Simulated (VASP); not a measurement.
# Ag in VASP: a series of runs, part 2 of 2

VASP 6.6.1.

### Step 5. Single point, RPBE+D3(BJ), collinear spin, ferromagnetic start

INCAR reads:

```
SYSTEM = Ag
ALGO = Normal
EDIFF = 1E-6
ENCUT = 400
GGA = RP
ISIF = 2
ISMEAR = 0
ISPIN = 2
ISYM = 0
IVDW = 12
LASPH = .TRUE.
LCHARG = .FALSE.
LMAXMIX = 4
LORBIT = 11
LREAL = .FALSE.
LWAVE = .FALSE.
MAGMOM = 0.5
NBANDS = 16
NELM = 60
NUPDOWN = 1
PREC = Accurate
SIGMA = 0.01
```

KPOINTS reads:

```
k-points
0
G
  1 1 1
  0 0 0
```

POSCAR reads:

```
Ag                                      
1.0
   10.5000000000      0.0000000000      0.0000000000
    0.0000000000     11.0000000000      0.0000000000
    0.0000000000      0.0000000000     11.5000000000
  Ag            
     1
Selective dynamics
Direct
     0.5000000000000000    0.5045454544999970    0.5000000000000000   F   F   F
```

Potentials or basis: VASP PAW PBE potentials, release 64 (Ag).

Run with:

```console
cat potpaw_PBE.64/Ag/POTCAR > POTCAR
mpirun -np 1 vasp_gam > vasp.out
```

OUTCAR:

```text
SYSTEM = Ag
   EDIFF = 1E-6
   ENCUT = 400
   GGA = RP
   ISIF = 2
   ISMEAR = 0
   ISPIN = 2
   ISYM = 0
   IVDW = 12
   LASPH = .TRUE.
   LORBIT = 11
   LREAL = .FALSE.
   NELM = 60
   NUPDOWN = 1
   PREC = Accurate
 IVDW          = 12

 ion  position               nearest neighbor table
   1  0.500  0.505  0.500-

IMPORTANT INFORMATION: All symmetrisations will be switched off!
NOSYMM: (Re-)initialisation of all symmetry stuff for point group C_1.

----------------------------------------------------------------------------------------

                                     Primitive cell

  volume of cell :    1328.2500

  direct lattice vectors                    reciprocal lattice vectors
    10.500000000  0.000000000  0.000000000     0.095238095  0.000000000  0.000000000
     0.000000000 11.000000000  0.000000000     0.000000000  0.090909091  0.000000000
     0.000000000  0.000000000 11.500000000     0.000000000  0.000000000  0.086956522

  length of vectors
    10.500000000 11.000000000 11.500000000     0.095238095  0.090909091  0.086956522

  position of ions in fractional coordinates (direct lattice)
     0.500000000  0.504545454  0.500000000

  ion indices of the primitive-cell ions
   primitive index   ion index
                 1           1

----------------------------------------------------------------------------------------

 KPOINTS: k-points

Automatic generation of k-mesh.
 Grid dimensions read from file:
 generate k-points for:    1    1    1

 Generating k-lattice:

  Cartesian coordinates                     Fractional coordinates (reciprocal lattice)
     0.095238095  0.000000000  0.000000000     1.000000000  0.000000000  0.000000000
     0.000000000  0.090909091  0.000000000     0.000000000  1.000000000  0.000000000
     0.000000000  0.000000000  0.086956522     0.000000000  0.000000000  1.000000000

  Length of vectors
     0.095238095  0.090909091  0.086956522

  Shift w.r.t. Gamma in fractional coordinates (k-lattice)
     0.000000000  0.000000000  0.000000000

 Subroutine IBZKPT returns following result:
 ===========================================

 Found      1 irreducible k-points:

 Following reciprocal coordinates:
            Coordinates               Weight
  0.000000  0.000000  0.000000      1.000000
   k-points           NKPTS =      1   k-points in BZ     NKDIM =      1   number of bands    NBANDS=     16
   number of dos      NEDOS =    301   number of ions     NIONS =      1
   total plane-waves  NPLWV = 403200
   dimension x,y,z NGX =    70 NGY =   72 NGZ =   80
   dimension x,y,z NGXF=   140 NGYF=  144 NGZF=  160
   ions per type =               1
   NGX,Y,Z   is equivalent  to a cutoff of  11.08, 10.88, 11.56 a.u.
   NGXF,Y,Z  is equivalent  to a cutoff of  22.17, 21.76, 23.13 a.u.
 SYSTEM =  Ag
   PREC   = accura    normal or accurate (medium, high low for compatibility)
   ISTART =      0    job   : 0-new  1-cont  2-samecut
   ICHARG =      2    charge: 1-file 2-atom 10-const
   ISPIN  =      2    spin polarized calculation?
   LNONCOLLINEAR =      F non collinear calculations
   LSORBIT =      F    spin-orbit coupling
   LASPH  =      T    aspherical Exc in radial PAW
   ENCUT  =  400.0 eV  29.40 Ry    5.42 a.u.  17.12 17.94 18.75*2*pi/ulx,y,z
   NELM   =     60;   NELMIN=  2; NELMDL= -5     # of ELM steps
   EDIFF  = 0.1E-05   stopping-criterion for ELM
   LREAL  =      F    real-space projection
   EDIFFG = 0.1E-04   stopping-criterion for IOM
   NSW    =      0    number of steps for IOM
   IBRION =     -1    ionic relax: 0-MD 1-quasi-New 2-CG
   NFREE  =      0    steps in history (QN), initial steepest desc. (CG)
   ISIF   =      2    stress and relaxation
   ISYM   =      0    0-nonsym 1-usesym 2-fastsym
   POTIM  = 0.5000    time-step for ionic-motion
   TEBEG  =    0.0;   TEEND  =   0.0 temperature during run
   PSTRESS=    0.0 pullay stress
   NELECT =      11.0000    total number of electrons
   NUPDOWN=       1.0000    fix difference up-down
   EMIN   =  10.00;   EMAX   =-10.00  energy-range for DOS
   EFERMI =   0.00;   METHOD = LEGACY
   ISMEAR =     0;   SIGMA  =   0.01  broadening in eV -4-tet -1-fermi 0-gaus
   EFERMI_NEDOS =   21; number of points for ismear=-14 and -15
   IALGO  =     38    algorithm
   IMIX   =      4    mixing-type and parameters
     AMIX     =   0.40;   BMIX     =  1.00
     AMIX_MAG =   1.60;   BMIX_MAG =  1.00
  volume/ion in A,a.u.               =    1328.25      8963.47
  Fermi-wavevector in a.u.,A,eV,Ry     =   0.331217  0.625909  1.492622  0.109705
  Thomas-Fermi vector in A             =   1.227185
   LORBIT       =     11    0 simple, 1 ext, 2 COOP (PROOUT), +10 PAW based schemes
   GGA     = RP    functional components
   LHFCALC =     F    Hartree Fock is set to
   AEXX    =    0.0000 exact exchange contribution
   IVDW    =    12    specifies the selected vdW correction
   LEPSILON=     F    determine dielectric tensor
   LRPA    =     F    only Hartree local field effects (RPA)
 spin polarized calculation
 Gauss-broadening in eV      SIGMA  =   0.01
  energy-cutoff  :      400.00
  volume of cell :     1328.25
 maximum number of plane-waves:     12033
 NGX is ok and might be reduce to    70
   NGX = 35   NGY = 35   NGZ = 37

 number of electron      10.9999998 magnetization       0.9999967

 Free energy of the ion-electron system (eV)
  ---------------------------------------------------
  ext. energy  EPLUGINS =         0.00000000
  ---------------------------------------------------
  free energy    TOTEN  =        -0.19236554 eV

  energy without entropy =       -0.19236554  energy(sigma->0) =       -0.19236554

 E-fermi :  -6.9892     XC(G=0):  -0.7147

 val. band max:       -4.4649142523   @ k =   0.0000   0.0000   0.0000
 cond. band min:      -3.7349929441   @ k =   0.0000   0.0000   0.0000
 fundamental gap:      0.7299213082
 Fermi energy:        -4.4019742362

 spin component 1

 k-point     1 :       0.0000    0.0000    0.0000
  band No.  band energies     occupation
      1      -7.2707      1.00000
      2      -7.2707      1.00000
      3      -7.2707      1.00000
      4      -7.2707      1.00000
      5      -7.2707      1.00000
      6      -4.4649      1.00000
[... 8 lines left out ...]
     15       1.3645      0.00000
     16       1.4235      0.00000
 Fermi energy:        -6.9891765827

 spin component 2

 k-point     1 :       0.0000    0.0000    0.0000
  band No.  band energies     occupation
      1      -7.0613      1.00000
      2      -7.0613      1.00000
      3      -7.0613      1.00000
      4      -7.0613      1.00000
      5      -7.0613      1.00000
      6      -3.7350      0.00000
[... 8 lines left out ...]
     15       1.7186      0.00000
     16       1.7754      0.00000

------------------------ aborting loop because EDIFF is reached ----------------------------------------

 Edisp (eV)   -0.00070

 E8    (eV) :    -0.0001

  FORCE on cell =-STRESS in cart. coord.  units (eV):
  Direction    XX          YY          ZZ          XY          YZ          ZX
  --------------------------------------------------------------------------------------
  -------------------------------------------------------------------------------------
  Total      -0.07249    -0.06819    -0.06484     0.00000     0.00000     0.00000
  in kB      -0.08744    -0.08225    -0.07821     0.00000     0.00000     0.00000
  external pressure =       -0.08 kB  Pullay stress =        0.00 kB

 VOLUME and BASIS-vectors are now :
 -----------------------------------------------------------------------------
  energy-cutoff  :      400.00
  volume of cell :     1328.25
      direct lattice vectors                 reciprocal lattice vectors
    10.500000000  0.000000000  0.000000000     0.095238095  0.000000000  0.000000000
     0.000000000 11.000000000  0.000000000     0.000000000  0.090909091  0.000000000
     0.000000000  0.000000000 11.500000000     0.000000000  0.000000000  0.086956522

 POSITION                                       TOTAL-FORCE (eV/Angst)
 -----------------------------------------------------------------------------------
      5.25000      5.55000      5.75000        -0.000000     -0.000628     -0.000001
 -----------------------------------------------------------------------------------
    total drift:                               -0.000000     -0.000628     -0.000001

  FREE ENERGIE OF THE ION-ELECTRON SYSTEM (eV)
  ---------------------------------------------------
  free  energy   TOTEN  =        -0.1930626554 eV

  energy  without entropy=       -0.1930626554  energy(sigma->0) =       -0.19306266

 total charge

# of ion       s       p       d       tot
------------------------------------------
    1        0.367   0.000   9.342   9.710

 magnetization (x)

# of ion       s       p       d       tot
------------------------------------------
    1        0.367  -0.000  -0.022   0.346
```

stdout:

```text
POSCAR found type information on POSCAR Ag
 POSCAR found :  1 types and       1 ions
 scaLAPACK will be used
 -----------------------------------------------------------------------------
|                                                                             |
|                                                                             |
|     You enforced a specific xc type in the INCAR file but a different       |
|     I HOPE YOU KNOW WHAT YOU ARE DOING!                                     |
|                                                                             |
 -----------------------------------------------------------------------------

 LDA part: xc-table for (Slater+PW92), standard interpolation
 POSCAR, INCAR and KPOINTS ok, starting setup
 FFT: planning ... GRIDC
 FFT: planning ... GRID_SOFT
 FFT: planning ... GRID
 WAVECAR not read
 entering main loop
```

It took 81 s on 1 thread of Intel Xeon 6975P-C (Granite Rapids), shared host; peak memory 1 GiB.

Results:

```
Free energy                                           : -0.1931 eV
Net moment                                            : 1.00 μB per cell
Site moments                                          : Ag +0.35 μB
Valence electrons inside the program's atomic spheres : Ag 9.71
Dispersion energy per atom                            : -0.001 eV
```

Caveat: the PAW data sets were made with another functional, which shifts forces and pressure a little; the total moment is fixed, so each spin has its own Fermi level.

### Step 6. The runs side by side

```tsv
task	level	cell	atoms held fixed (from 0)	moment (μB)
relaxation of the atoms	PBE+D3(BJ)	atoms relaxed	[0]	1.00
single point	PBE	as given	-	1.00
single point	RPBE	as given	-	1.00
single point	RPBE+D3(BJ)	as given	-	1.00
```

Alike in all rows: potentials or basis VASP PAW PBE potentials, release 64 (Ag); spin collinear, ferromagnetic start; fixed moment (μB) 1; k mesh 1 × 1 × 1; cutoff (eV) 400; smearing gaussian 0.01 eV.

Caveats: the total moment is fixed, so each spin has its own Fermi level; the PAW data sets were made with another functional, which shifts forces and pressure a little (some runs); the relaxation stopped at its first step, so nothing moved (some runs).

Absolute energies hang on the potentials; compare differences alone.
